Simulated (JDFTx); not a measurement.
Runs of JDFTx 1.7.0 (patched build) on Mg. It takes space group P6_3/mmc (No. 194, hexagonal). The conventional cell has a = 3.209 Å, b = 3.209 Å, c = 5.210 Å, α = 90.00°, β = 90.00°, γ = 120.00°. Around Mg (site symmetry -6m2) lie 12 Mg at 3.20 to 3.21 Å. 

```csv
task,level,potentials or basis,cell,density cutoff over wavefunction cutoff,SCF threshold on the energy,further solve for the empty bands,gap on the mesh (eV),pressure (GPa),V0 of scaled cells (Å³/atom),B0 (GPa)
single point,PBE,PseudoDojo-SR-PBE-0.5-standard,as given,4,1e-08 Ha,yes,none,-0.3,-,-
equation of state,PBE,PseudoDojo-SR-PBE-0.5-standard,as given,4,1e-08 Ha,-,-,-,(a),36
single point,PBE,PseudoDojo-SR-PBE-0.5-standard,"atoms moved at random, drawn with an rms of 0.05 Å",4,1e-08 Ha,yes,none,-0.3,-,-
equation of state,PBEsol,PseudoDojo-SR-PBEsol-0.4.1-standard,as given,8,1e-09 Ha,-,-,-,22.59,37
```

Alike in all rows: no spin polarisation; k mesh 10 × 10 × 5; cutoff (eV) 1143; smearing fermi-dirac 0.05 eV.

**Question.** Fill in the values left out.

**Answer.** (a) 23.04.

Caveats: the cell was scaled at fixed shape and fractional positions, which overstates the stiffness of a crystal with free parameters, most of all of layers and chains (some runs).

A gap of «none» marks a metal or a gap under the smearing width.
